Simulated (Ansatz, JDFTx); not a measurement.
This is a calculation of CdS (Greenockite) for Ansatz 0.2.0. 

input.yaml

```yaml
crystal:
  lattice:
    - [4.15, 0.0, 0.0]
    - [-2.075, 3.5940054257, 0.0]
    - [0.0, 0.0, 6.737]
  atoms:
    - { symbol: Cd, position: [0.6666666667, 0.3333333333, 0.5] }
    - { symbol: Cd, position: [0.3333333333, 0.6666666667, 0.0] }
    - { symbol: S, position: [0.6666666667, 0.3333333333, 0.875] }
    - { symbol: S, position: [0.3333333333, 0.6666666667, 0.375] }
hamiltonian:
  xc: lda
  pseudopotentials: { kind: paw }
kpoints:
  mp_grid: { grid: [7, 7, 4] }
scf:
  occupations: { method: gaussian, width: 0.05 }
output:
  forces: true
  stress: true
  eigenvalues: true
```

Potentials or basis: Ansatz PAW.

The run is started by

```console
$ ansatz run input.yaml --threads 2 --pin off --max-ram 5632MiB --backend cpu --events-out ev --progress --plain --runs-dir out
```

**Question.** Set up the same calculation for JDFTx 1.7.0 (patched build). Potentials or basis there: PseudoDojo-SR-LDA-0.4.1-standard with smoothed tails, cutoff 1388 eV.

**Answer.** As run (cutoffs and basis follow the program's own potentials, and thresholds, step limits or extra output files can differ):

File CdS.in:

```
include CdS.lattice
coords-type Lattice
include CdS.ionpos

ion-species pseudo/Cd.upf
ion-species pseudo/S.upf
elec-cutoff 51 408
elec-ex-corr lda-PW
kpoint-folding 7 7 4
elec-smearing Gauss 0.00091873305
elec-n-bands 34
electronic-SCF nIterations 100 energyDiffThreshold 1e-09
electronic-minimize nIterations 30 energyDiffThreshold 1e-7
converge-empty-states yes
forces-output-coords Cartesian

dump-name run.$VAR
dump End Ecomponents EigStats BandEigs Kpoints Forces Stress
```

CdS.lattice

```
lattice \
    7.8423634172    -3.9211817086     0.0000000000 \
    0.0000000000     6.7916859450     0.0000000000 \
    0.0000000000     0.0000000000    12.7310849016
```

CdS.ionpos

```
ion Cd     0.6666666667     0.3333333333     0.5000000000 1
ion Cd     0.3333333333     0.6666666667     0.0000000000 1
ion S      0.6666666667     0.3333333333     0.8750000000 1
ion S      0.3333333333     0.6666666667     0.3750000000 1
```

Potentials or basis: PseudoDojo-SR-LDA-0.4.1-standard with smoothed tails.

Command:

```sh
$ jdftx -c 1 -i CdS.in -o CdS.out
```

Both were run:

|  | Ansatz | JDFTx |
| --- | --- | --- |
| Pressure | -3.1 GPa | -3.1 GPa |
| Largest force | 0.061 eV/Å | 0.062 eV/Å |

Ansatz's pressure holds a Pulay term of +0.02 GPa for its cutoff of 420 eV, which the other run lacks.

Ansatz's potentials were made for PBE.

Where Ansatz's input types no cutoff or centring, it takes its own default and a Γ-centred mesh.

The two programs' LDA may be different fits to the electron gas.

Pressure is positive in compression.
